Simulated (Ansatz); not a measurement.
## Ge on a Si site in Si, calculated

Level of theory: PBEsol, no spin polarisation, scalar-relativistic; Ansatz, plane waves to 420 eV (PAW set soft_2), k-mesh 2×2×2 shifted by half a step.

The relaxed host crystal (Kohn–Sham gap 0.46 eV):

```yaml
crystal:
  lattice:
    - [0.00000, 2.71692, 2.71692]
    - [2.71692, 0.00000, 2.71692]
    - [2.71692, 2.71692, 0.00000]
  atoms:
    - { symbol: Si, position: [0.25000, 0.25000, 0.25000] }
    - { symbol: Si, position: [0.00000, 0.00000, 0.00000] }
```

Supercell of 32 atoms, rows of the matrix [[-1,-1,-1],[-1,-1,3],[-1,3,-1]] times the cell vectors; Ge on a Si site at (0.250, 0.250, 0.250) in fractions of the cell above. Atoms are relaxed at the host's cell.

Distances from the Ge atom (Å), by shell of the perfect crystal:

```
shell  perfect crystal  relaxed, charge 0
 4 Si             2.35               2.39
```

| charge | gap of the cell on the mesh (eV) | carriers |
| --- | --- | --- |
| 0 | 1.23 | none in the bands |

On this mesh the host's own supercell has a gap of 1.27 eV.

Formation energy of the neutral defect: 0.04 eV, taking atoms from and to the elements' standard states (no corrections for gases), so it belongs to those chemical potentials alone.

Caveats: semilocal functionals make gaps too small, which shifts levels too; small supercell, so energies and levels can be off by tenths of an eV; the atoms kept the symmetry of the start, so a distorted state could lie lower.
